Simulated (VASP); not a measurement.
# Re, self-consistent run: which settings are enough?

Re, P6_3/mmc (no. 194), 2 atoms in the cell. PBE, spin-orbit coupling; PAW potentials Re (PBE set). VASP 6.6.1.

Wanted: energy within 0.2 meV/atom; Fermi level within 0.005 eV.

What the run is for: comparing ways to start; Accuracy asked: tight.

POSCAR:
```
Re
1.0
    2.7608000000      0.0000000000      0.0000000000
   -1.3804000000      2.3909229348      0.0000000000
    0.0000000000      0.0000000000      4.4582000000
Re
2
Direct
    0.6666666667      0.3333333333      0.7500000000
    0.3333333333      0.6666666667      0.2500000000
```

## How the run starts (with a second run first, the time holds both)

| How the run starts (with a second run first, the time holds both) | Energy less reference (meV/atom) | Fermi level (eV) | Time (s) |
|---|---|---|---|
| from scratch: 13 SCF iterations | 0.00 | 7.8893 | 165 |
| density without spin-orbit coupling (CHGCAR): 11 + 26 SCF iterations | 0.00 | 7.8891 | 329 |

Chosen: from scratch: 13 SCF iterations; no other choice that stays within half of the tolerance saves 30 % of the time.

The chosen settings are those of the reference run.

## The input

INCAR:
```
SYSTEM = Re
  GGA = PE
  LSORBIT = .TRUE.
  MAGMOM = 0 0 0 0 0 0
  LORBIT = 11
  ISMEAR = 1
  SIGMA = 0.1
  LWAVE = .FALSE.
  LCHARG = .FALSE.
  ISIF = 2
  PREC = Accurate
  LASPH = .TRUE.
  LREAL = .FALSE.
  ALGO = Normal
  EDIFF = 1E-6
  NELM = 200
  GGA_COMPAT = .FALSE.
  ENCUT = 400
  LMAXMIX = 4
```

KPOINTS:
```
k-points
0
Gamma
  14 14 8
```

Commands:
```
cat potpaw_PBE.64/Re/POTCAR > POTCAR
mpirun -np 1 vasp_ncl > vasp.out
```

The chosen input took VASP 6.6.1 165 s on 1 core (AMD EPYC 7R43 (Zen 3)), a shared host.

## An input that fails: restart asked without its files

VASP's message: ERROR: charge density could not be read from file CHGCAR for ICHARG>10.

Changes against the starting input:
```
- NELM = 200
+ NELM = 60
+ ICHARG = 11
```
